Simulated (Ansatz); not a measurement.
Space group Fm-3m (No. 225). a = 5.230 Å, b = 5.230 Å, c = 5.230 Å, α = 90.00°, β = 90.00°, γ = 90.00°
```csv
atom,site,symmetry,x,y,z
Mg,4b,m-3m,0.5000,0.0000,0.0000
S,4a,m-3m,0.0000,0.0000,0.0000
```

Equation of state of this MgS structure (not necessarily the ground state), with shape and atoms relaxed at each volume where symmetry leaves them free. All numbers below come from DFT PBE, scalar-relativistic, plane waves, PAW (Ansatz).

Settings: cutoff 420 eV, Γ-centred mesh 8×8×8 on the computed 2-atom cell, Gaussian smearing of 0.02 eV; no spin polarisation.

```tsv
V (Å³/atom)	E − E(largest V) (meV/atom)	P (GPa)	gap on mesh (eV)
15.737	38.26	12.24	3.02
16.274	3.81	8.43	2.95
16.810	-18.83	5.17	2.89
17.347	-31.37	2.38	2.82
17.883	-35.23	-0.01	2.76
18.420	-31.65	-2.07	2.69
18.956	-21.69	-3.84	2.63
19.672	0.00	-5.81	2.55
```

Task: Fit a third-order Birch–Murnaghan equation, E = E0 + (9V0B0/16)·[(x − 1)³B0' + (x − 1)²(6 − 4x)] with x = (V0/V)^(2/3), to E(V).

Result: V0 = 17.88 Å³/atom, B0 = 74 GPa, B0' = 4.1.

The cell was reached from a generator's guess, though it ends in a space group that the Crystallography Open Database lists for this formula.
